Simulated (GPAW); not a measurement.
# PbS (Cmcm) in GPAW: settings compared

One crystal, PbS, is run at these levels: WC, PBE, revPBE+D3(BJ); tasks: relaxation of cell and atoms, single point.

Program: GPAW 26.7.0. These are calculated values, not measurements. Logs are shortened: lines on timing, memory, paths and dates and some standing lists are left out, and cuts for length are marked. The log counts tension as positive stress, the text compression.

### 1 Starting point

It takes space group Cmcm (No. 63, orthorhombic). The conventional cell has a = 4.160 Å, b = 11.983 Å, c = 4.279 Å, α = 90.00°, β = 90.00°, γ = 90.00°. Pb (site symmetry m2m) has 5 S at 2.69 to 2.99 Å as nearest neighbours. Around S (site symmetry m2m) lie 5 Pb at 2.69 to 2.99 Å.

Measurements of this composition are mostly on another form, of space group No. 225.

### 2 Relaxation of cell and atoms, WC

Contents of run.py:

```python
from ase.filters import FrechetCellFilter
from ase.io import read, write
from ase.optimize import FIRE
from gpaw import GPAW, PW, setup_paths

setup_paths.insert(0, '.')

atoms = read('PbS.cif')

calc = GPAW(mode=PW(600),
            xc='WC',
            kpts={'size': (4, 4, 4), 'gamma': True},
            occupations={'name': 'fermi-dirac', 'width': 0.05},
            nbands=33,
            convergence={'density': 1e-06, 'energy': 1e-06, 'eigenstates': 1e-10},
            maxiter=150,
            txt='gpaw.txt')
atoms.calc = calc
opt = FIRE(FrechetCellFilter(atoms), trajectory='relax.traj', logfile='-')
done = opt.run(fmax=0.02, steps=60)
calc.write('gs.gpw')
write('result.traj', atoms)
print('Converged:', done)
print('Cell:', atoms.cell.cellpar().round(4))
print('Volume:', round(atoms.get_volume(), 4))
print(atoms.get_scaled_positions().round(5))
```

Contents of PbS.cif:

```cif
data_PbS
_cell_length_a 6.34206917
_cell_length_b 6.34206917
_cell_length_c 4.27932094
_cell_angle_alpha 90.00000000
_cell_angle_beta 90.00000000
_cell_angle_gamma 141.70984795
_space_group_name_H-M_alt 'P1'
_space_group_name_Hall 'P 1'
_space_group_IT_number 1
loop_
_space_group_symop_operation_xyz
'x,y,z'
loop_
_atom_site_label
_atom_site_type_symbol
_atom_site_symmetry_multiplicity
_atom_site_Wyckoff_symbol
_atom_site_fract_x
_atom_site_fract_y
_atom_site_fract_z
_atom_site_occupancy
Pb1 Pb 1 a 0.1305633500 0.8694366500 0.2500000000 1
Pb2 Pb 1 a 0.8694366500 0.1305633500 0.7500000000 1
S1 S 1 a 0.3547970900 0.6452029100 0.2500000000 1
S2 S 1 a 0.6452029100 0.3547970900 0.7500000000 1
```

Potentials or basis: PAW data sets generated in the run's folder for this functional, pw.

On the command line:

```bash
$ gpaw-setup -f WC Pb S
$ OMP_NUM_THREADS=1 python run.py
```

gpaw.txt:

```text
__  _  _
 | _ |_)|_||  |
 |__||  | ||/\| - 26.7.0

Input parameters:
  mode=PW(ecut=600.0),
  convergence={'density': 1e-06, 'energy': 1e-06, 'eigenstates': 1e-10},
  kpts=MonkhorstPack(size=(4, 4, 4), gamma=True),
  maxiter=150,
  nbands=33,
  occupations=Occupations(name='fermi-dirac', width=0.05),
  xc=XC(name='WC')

Diagonalizing LCAO Hamiltonian
Converting LCAO to pw mode

                      S    Pb

         Pb   S

Atoms  # Å, Bohr magnetons
|   | symbol |         x |        y |        z |    initial magnetic moments |
|---|--------|-----------|----------|----------|-----------------------------|
| 0 |     Pb | -3.499824 | 3.416735 | 1.069830 | ( 0.0000,  0.0000,  0.0000) |
| 1 |     Pb |  4.864112 | 0.513091 | 3.209491 | ( 0.0000,  0.0000,  0.0000) |
| 2 |      S | -0.961531 | 2.535535 | 1.069830 | ( 0.0000,  0.0000,  0.0000) |
| 3 |      S |  2.325819 | 1.394291 | 3.209491 | ( 0.0000,  0.0000,  0.0000) |

Unit cell  # Å
| periodic |         x |        y |        z |  lengths |     angles |
|----------|-----------|----------|----------|----------|------------|
|      yes |  6.342069 | 0.000000 | 0.000000 | 6.342069 |  90.000000 |
|      yes | -4.977782 | 3.929826 | 0.000000 | 6.342069 |  90.000000 |
|      yes |  0.000000 | 0.000000 | 4.279321 | 4.279321 | 141.709848 |

Number of symmetries: 4
Symmetry operations  # r_c * U_cc + t_c -> r_c
|   | kind |            matrix            |
|---|------|------------------------------|
| 0 |  E   |  1, 0, 0,  0, 1, 0,  0, 0, 1 |
| 1 |  C2  |  0, 1, 0,  1, 0, 0,  0, 0,-1 |
| 2 |  σ   |  0,-1, 0, -1, 0, 0,  0, 0, 1 |
| 3 |  i   | -1, 0, 0,  0,-1, 0,  0, 0,-1 |

BZ-sampling:
  Number of BZ points: 64
  Number of IBZ points: 24

  Monkhorst-Pack size: [4, 4, 4]
  Monkhorst-Pack shift: [0.125, 0.125, 0.125]
[... 168 lines left out ...]
|         16 |         2.769 |     2.000 |
|         17 |         3.502 |     2.000 |
[... 8 lines left out ...]
|         26 |        11.179 |     0.000 |
|         27 |        12.024 |     0.000 |
|        ... |               |           |
|         32 |        15.350 |     0.000 |

Gap: 1.179 eV
Transition (v -> c):
  (s=0, k=2, n=19, [0.00, 0.00, 0.50]) -> (s=0, k=21, n=20, [0.50, 0.50, 0.00])
Direct/indirect transitions are different
Direct gap: 1.540 eV
Transition at: (s=0, k=21, n=19, [0.50, 0.50, 0.00])

Stress tensor  # eV/Ang^3
|         x |        y |         z |
|-----------|----------|-----------|
|  0.012188 | 0.000498 | -0.000000 |
|  0.000498 | 0.013448 |  0.000000 |
| -0.000000 | 0.000000 |  0.015118 |

Forces  # eV/Ang
|        x |        y |        z |
|----------|----------|----------|
|  0.03132 | -0.01087 | -0.00000 |  # Pb   0
| -0.03132 |  0.01087 |  0.00000 |  # Pb   1
| -0.03261 |  0.01132 | -0.00003 |  # S    2
|  0.03261 | -0.01132 |  0.00003 |  # S    3

Interpolating wave functions to new cell

                      S    Pb

         Pb   S

Atoms  # Å, Bohr magnetons
|   | symbol |         x |        y |        z |    initial magnetic moments |
|---|--------|-----------|----------|----------|-----------------------------|
| 0 |     Pb | -3.496782 | 3.413681 | 1.068753 | ( 0.0000,  0.0000,  0.0000) |
| 1 |     Pb |  4.859831 | 0.512579 | 3.206258 | ( 0.0000,  0.0000,  0.0000) |
| 2 |      S | -0.961160 | 2.533408 | 1.068752 | ( 0.0000,  0.0000,  0.0000) |
| 3 |      S |  2.324210 | 1.392851 | 3.206258 | ( 0.0000,  0.0000,  0.0000) |
[... 189 lines left out ...]
|         16 |         2.787 |     2.000 |
|         17 |         3.524 |     2.000 |
[... 8 lines left out ...]
|         26 |        11.224 |     0.000 |
|         27 |        12.055 |     0.000 |
|        ... |               |           |
|         32 |        15.277 |     0.000 |

Gap: 1.175 eV
Transition (v -> c):
  (s=0, k=2, n=19, [0.00, 0.00, 0.50]) -> (s=0, k=21, n=20, [0.50, 0.50, 0.00])
Direct/indirect transitions are different
Direct gap: 1.539 eV
Transition at: (s=0, k=21, n=19, [0.50, 0.50, 0.00])

Stress tensor  # eV/Ang^3
|         x |        y |         z |
|-----------|----------|-----------|
|  0.011277 | 0.000500 | -0.000000 |
|  0.000500 | 0.012544 |  0.000000 |
| -0.000000 | 0.000000 |  0.014216 |

Forces  # eV/Ang
|        x |        y |        z |
|----------|----------|----------|
|  0.01385 | -0.00481 |  0.00002 |  # Pb   0
| -0.01385 |  0.00481 | -0.00002 |  # Pb   1
| -0.02138 |  0.00742 | -0.00001 |  # S    2
|  0.02138 | -0.00742 |  0.00001 |  # S    3

Interpolating wave functions to new cell

                      S    Pb

         Pb   S

Atoms  # Å, Bohr magnetons
|   | symbol |         x |        y |        z |    initial magnetic moments |
|---|--------|-----------|----------|----------|-----------------------------|
| 0 |     Pb | -3.491118 | 3.407860 | 1.066667 | ( 0.0000,  0.0000,  0.0000) |
| 1 |     Pb |  4.851780 | 0.511520 | 3.199999 | ( 0.0000,  0.0000,  0.0000) |
| 2 |      S | -0.960358 | 2.529275 | 1.066666 | ( 0.0000,  0.0000,  0.0000) |
| 3 |      S |  2.321019 | 1.390105 | 3.200000 | ( 0.0000,  0.0000,  0.0000) |
[... 189 lines left out ...]
|         16 |         2.823 |     2.000 |
|         17 |         3.567 |     2.000 |
[... 8 lines left out ...]
|         26 |        11.312 |     0.000 |
|         27 |        12.116 |     0.000 |
|        ... |               |           |
|         32 |        15.338 |     0.000 |

Gap: 1.167 eV
Transition (v -> c):
  (s=0, k=2, n=19, [0.00, 0.00, 0.50]) -> (s=0, k=21, n=20, [0.50, 0.50, 0.00])
Direct/indirect transitions are different
Direct gap: 1.537 eV
Transition at: (s=0, k=21, n=19, [0.50, 0.50, 0.00])

Stress tensor  # eV/Ang^3
|         x |        y |         z |
|-----------|----------|-----------|
|  0.009547 | 0.000488 | -0.000000 |
|  0.000488 | 0.010784 |  0.000000 |
| -0.000000 | 0.000000 |  0.012445 |

Forces  # eV/Ang
|        x |        y |        z |
|----------|----------|----------|
| -0.01891 |  0.00656 |  0.00002 |  # Pb   0
|  0.01891 | -0.00656 | -0.00002 |  # Pb   1
| -0.00049 |  0.00017 | -0.00001 |  # S    2
|  0.00049 | -0.00017 |  0.00001 |  # S    3

Interpolating wave functions to new cell

                      S    Pb

         Pb   S

Atoms  # Å, Bohr magnetons
|   | symbol |         x |        y |        z |    initial magnetic moments |
|---|--------|-----------|----------|----------|-----------------------------|
| 0 |     Pb | -3.483666 | 3.399838 | 1.063705 | ( 0.0000,  0.0000,  0.0000) |
| 1 |     Pb |  4.840960 | 0.509842 | 3.191113 | ( 0.0000,  0.0000,  0.0000) |
| 2 |      S | -0.958991 | 2.523366 | 1.063703 | ( 0.0000,  0.0000,  0.0000) |
| 3 |      S |  2.316285 | 1.386314 | 3.191115 | ( 0.0000,  0.0000,  0.0000) |
[... 189 lines left out ...]
|         16 |         2.875 |     2.000 |
|         17 |         3.626 |     2.000 |
[... 8 lines left out ...]
|         26 |        11.436 |     0.000 |
|         27 |        12.203 |     0.000 |
|        ... |               |           |
|         32 |        15.469 |     0.000 |

Gap: 1.152 eV
Transition (v -> c):
  (s=0, k=2, n=19, [0.00, 0.00, 0.50]) -> (s=0, k=21, n=20, [0.50, 0.50, 0.00])
Direct/indirect transitions are different
Direct gap: 1.534 eV
Transition at: (s=0, k=21, n=19, [0.50, 0.50, 0.00])

Stress tensor  # eV/Ang^3
|         x |        y |         z |
|-----------|----------|-----------|
|  0.007193 | 0.000426 | -0.000000 |
|  0.000426 | 0.008271 |  0.000000 |
| -0.000000 | 0.000000 |  0.009884 |

Forces  # eV/Ang
|        x |        y |        z |
|----------|----------|----------|
| -0.06219 |  0.02159 |  0.00002 |  # Pb   0
|  0.06219 | -0.02159 | -0.00002 |  # Pb   1
|  0.02666 | -0.00925 | -0.00001 |  # S    2
| -0.02666 |  0.00925 |  0.00001 |  # S    3

Interpolating wave functions to new cell

                      S    Pb

         Pb   S

Atoms  # Å, Bohr magnetons
|   | symbol |         x |        y |        z |    initial magnetic moments |
|---|--------|-----------|----------|----------|-----------------------------|
| 0 |     Pb | -3.475640 | 3.390446 | 1.060063 | ( 0.0000,  0.0000,  0.0000) |
| 1 |     Pb |  4.828841 | 0.507443 | 3.180184 | ( 0.0000,  0.0000,  0.0000) |
| 2 |      S | -0.956840 | 2.516013 | 1.060060 | ( 0.0000,  0.0000,  0.0000) |
| 3 |      S |  2.310040 | 1.381876 | 3.180187 | ( 0.0000,  0.0000,  0.0000) |
[... 190 lines left out ...]
|         16 |         2.942 |     2.000 |
|         17 |         3.698 |     2.000 |
[... 8 lines left out ...]
|         26 |        11.587 |     0.000 |
|         27 |        12.309 |     0.000 |
|        ... |               |           |
|         32 |        15.639 |     0.000 |

Gap: 1.131 eV
Transition (v -> c):
  (s=0, k=2, n=19, [0.00, 0.00, 0.50]) -> (s=0, k=21, n=20, [0.50, 0.50, 0.00])
Direct/indirect transitions are different
Direct gap: 1.530 eV
Transition at: (s=0, k=21, n=19, [0.50, 0.50, 0.00])

Stress tensor  # eV/Ang^3
|         x |        y |         z |
|-----------|----------|-----------|
|  0.004557 | 0.000250 | -0.000000 |
|  0.000250 | 0.005190 |  0.000000 |
| -0.000000 | 0.000000 |  0.006673 |

Forces  # eV/Ang
|        x |        y |        z |
|----------|----------|----------|
| -0.10805 |  0.03751 | -0.00000 |  # Pb   0
|  0.10805 | -0.03751 |  0.00000 |  # Pb   1
|  0.05422 | -0.01882 |  0.00000 |  # S    2
| -0.05422 |  0.01882 | -0.00000 |  # S    3

Interpolating wave functions to new cell

                      S    Pb

         Pb   S

Atoms  # Å, Bohr magnetons
|   | symbol |         x |        y |        z |    initial magnetic moments |
|---|--------|-----------|----------|----------|-----------------------------|
| 0 |     Pb | -3.468583 | 3.380809 | 1.056024 | ( 0.0000,  0.0000,  0.0000) |
| 1 |     Pb |  4.817330 | 0.504252 | 3.168064 | ( 0.0000,  0.0000,  0.0000) |
| 2 |      S | -0.953602 | 2.507702 | 1.056020 | ( 0.0000,  0.0000,  0.0000) |
| 3 |      S |  2.302348 | 1.377359 | 3.168068 | ( 0.0000,  0.0000,  0.0000) |
[... 3383 lines left out ...]
Parallelization:
  kpt:    1
  domain: 1
  band:   1

Density:
  Valence electrons: 40.0
  Components: 1
  Grid points: [35 35 24]
  Charge: 0.0  # |e|

Potential:
  Grid points: [35 35 24]

speci
[... cut ...]
ng partial waves for S as LCAO basis

Reference energy: -1156177.455331  # eV

eigensolver:
  PPCG
  Converge bands: occupied
  niter=2

density mixing:
  MSR1-Mixer
  Pratt-step length: 0.05
  Maximum mixing coefficient: 0.75
  Old densities: 10
  SVD Regularization: 0.005
  Good broyden scale: 1.0
  Trust region scale: 1.0
  Backstep threshold: 4.0
  History deletion threshold: 6.0
  Fourier metric: weight=20.0, sigma=0.015
[... 1510 lines left out ...]
Stress tensor  # eV/Ang^3
|         x |         y |         z |
|-----------|-----------|-----------|
|  0.000217 | -0.000110 |  0.000000 |
| -0.000110 | -0.000061 | -0.000000 |
|  0.000000 | -0.000000 | -0.000450 |

Forces  # eV/Ang
|        x |        y |        z |
|----------|----------|----------|
|  0.00670 | -0.00233 |  0.00000 |  # Pb   0
| -0.00670 |  0.00233 | -0.00000 |  # Pb   1
| -0.00217 |  0.00075 |  0.00000 |  # S    2
|  0.00217 | -0.00075 | -0.00000 |  # S    3

# Writing to gs.gpw (mode='')
```

Run time: 19 min. Hardware: 1 thread of AMD EPYC 9R14 (Zen 4), shared host; peak memory 0.72 GiB.

Results:

- Free energy: -19.1072 eV
- Relaxed volume: 24.98 Å³/atom
- Relaxed cell: a = 6.137 Å, b = 6.137 Å, c = 4.216 Å, α = 90.00°, β = 90.00°, γ = 141.01°
- Space group after relaxing (to 0.05 Å): Cmcm (No. 63)
- Energy gained by relaxing: 10.9 meV/atom
- Ionic steps: 40
- Pressure after relaxing: 0.0 GPa
- Largest force after relaxing: 0.007 eV/Å
- Band gap on the k mesh: 1.09 eV, indirect (least direct gap 1.60 eV)

Forces on the atoms (eV/Å):
```
Pb   0.007 -0.002  0.000
Pb  -0.007  0.002  0.000
S   -0.002  0.001  0.000
S    0.002 -0.001  0.000
```

Stress tensor (GPa, compression positive):
```
-0.03  0.02  0.00
 0.02  0.01  0.00
 0.00  0.00  0.07
```

The path:
```
step  energy change (eV)  largest force (eV/Å)  pressure (GPa)  volume (Å³)
   1              0.0000                0.0345           -2.18       106.65
   2             -0.0038                0.0226           -2.03       106.37
   3             -0.0103                0.0200           -1.75       105.81
   4             -0.0178                0.0658           -1.35       105.03
   5             -0.0244                0.1144           -0.88       104.08
   6             -0.0291                0.1534           -0.38       103.05
   7             -0.0318                0.1699            0.07       102.04
   8             -0.0334                0.1583            0.40       101.16
   9             -0.0344                0.1174            0.60       100.40
  10             -0.0353                0.0528            0.64        99.82
  11             -0.0356                0.0511            0.62        99.85
  12             -0.0361                0.0480            0.57        99.90
  13             -0.0368                0.0435            0.51        99.98
  14             -0.0377                0.0378            0.43       100.08
  15             -0.0386                0.0312            0.34       100.19
  16             -0.0396                0.0242            0.24       100.33
  17             -0.0404                0.0172            0.14       100.46
  18             -0.0412                0.0101            0.02       100.61
  19             -0.0418                0.0105           -0.10       100.77
  20             -0.0421                0.0187           -0.21       100.90
  21             -0.0422                0.0286           -0.29       100.98
  22             -0.0422                0.0286           -0.29       100.97
  23             -0.0423                0.0286           -0.28       100.96
  24             -0.0423                0.0286           -0.27       100.94
  25             -0.0423                0.0286           -0.26       100.91
  26             -0.0424                0.0286           -0.24       100.88
  27             -0.0425                0.0285           -0.22       100.84
  28             -0.0425                0.0282           -0.20       100.80
  29             -0.0426                0.0279           -0.17       100.75
  30             -0.0427                0.0273           -0.15       100.68
  31             -0.0428                0.0262           -0.11       100.61
  32             -0.0429                0.0247           -0.08       100.53
  33             -0.0430                0.0224           -0.04       100.43
  34             -0.0431                0.0192            0.00       100.33
  35             -0.0432                0.0152            0.03       100.24
  36             -0.0432                0.0104            0.05       100.14
  37             -0.0433                0.0054            0.06       100.06
  38             -0.0434                0.0028            0.05       100.00
  39             -0.0435                0.0060            0.04        99.96
  40             -0.0436                0.0071            0.02        99.93
```

Final structure:
```xyz
4
Lattice="6.1371 0.0377 0.0000 -4.7935 3.8325 0.0000 0.0000 0.0000 4.2163" Properties=species:S:1:pos:R:3 pbc="T T T"
Pb   -3.4170    3.3546    1.0541
Pb    4.7606    0.5156    3.1622
S    -0.8818    2.4745    1.0541
S     2.2254    1.3957    3.1622
```

Caveat: the k mesh is coarse; later steps reuse the first step's grids; spin-orbit coupling is left out, which as a rule narrows the gap of such compounds by several tenths of an eV; the program warned that so skewed a cell can give wrong results. A k mesh can miss the band edges.

[end of part 1 of 2]
